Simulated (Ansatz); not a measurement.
## Structure relaxation of Mo

Computed with Ansatz, DFT PBE, scalar-relativistic, plane waves, PAW. Cutoff 420 eV, Γ-centred k mesh, Gaussian smearing, no spin polarisation in the final step.

The start is a random cell of Mo without symmetry, drawn with lower limits on the distances.

```xyz
2
Lattice="3.2890 0.0000 0.0000 1.5690 2.8091 0.0000 0.0335 -1.8310 4.1655" Properties=species:S:1:pos:R:3 pbc="T T T"
Mo    3.9610    1.1213    3.6034
Mo    1.7421   -0.6589    2.1326
```

Cell and atoms relax at zero pressure; the relaxation can't lower the symmetry of the start. After a coarse first stage the cell is made exact in the group found at 0.06 Å.

Energies count from the standard state of Mo at the same level.

Problem. What does it relax into?

Solution. It ends in Fddd (No. 70). Conventional cell: a = 2.652 Å, b = 5.424 Å, c = 8.937 Å. Around Mo lie 6 Mo at 2.65–2.70 Å, 4 Mo at 3.02 Å and 4 Mo at 3.28 Å.

```
Mo
1.0
     0.00000    2.71217    4.46852
     1.32585    0.00000    4.46852
     1.32585    2.71217    0.00000
Mo
2
Cartesian
  0.0000 0.0000 0.0000
  0.6629 1.3561 2.2343
```

Problem. What are its volume, energy, density and gap?

Solution. The volume per atom is 16.07 Å³, the density is 9.92 g/cm³ and the energy over the standard structure is 0.23 eV/atom. The gap on the 24×24×24 mesh is 0 eV (a metal).

The final run used a 24×24×24 mesh on its 2-atom cell and 0.10 eV smearing. The k mesh leaves about 4 meV/atom of noise in metals. A structure relaxed within its symmetry needn't be a true minimum. The steps took roughly 11 core-minutes in all.